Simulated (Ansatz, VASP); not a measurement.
## Ti in VASP and in Ansatz

```
Ti
1.0
    -1.64100    1.64100    1.64100
     1.64100   -1.64100    1.64100
     1.64100    1.64100   -1.64100
Ti
1
Direct
  0.00000 0.00000 0.00000
```

This isn't the form of Ti at room conditions, which is hcp.

Alike in both runs: task relaxation of cell and atoms; functional PBEsol; k mesh 12 × 12 × 12; occupations fermi-dirac, width 0.15 eV; no spin polarisation.

|  | VASP | Ansatz |
| --- | --- | --- |
| version | VASP 6.6.1 | Ansatz 0.2.0 |
| potentials or method | VASP PAW PBE potentials, release 64 (Ti_sv) | plane waves, PAW |
| plane-wave cutoff (eV) | 600 | 510 |
| valence electrons in the cell | 12 | 12 |

Ansatz gave:

- relaxed volume (Å³/atom): 16.68
- relaxed cell length with the largest relative difference (Å): 2.788
- energy change over the relaxation (meV/atom): -19

Problem. What did VASP give for the same quantities?

Solution. Relaxed volume (Å³/atom): 16.63; relaxed cell length with the largest relative difference (Å): 2.785; energy change over the relaxation (meV/atom): -20.

Caveats: the PAW data sets were made with another functional, which shifts forces and pressure a little (VASP).
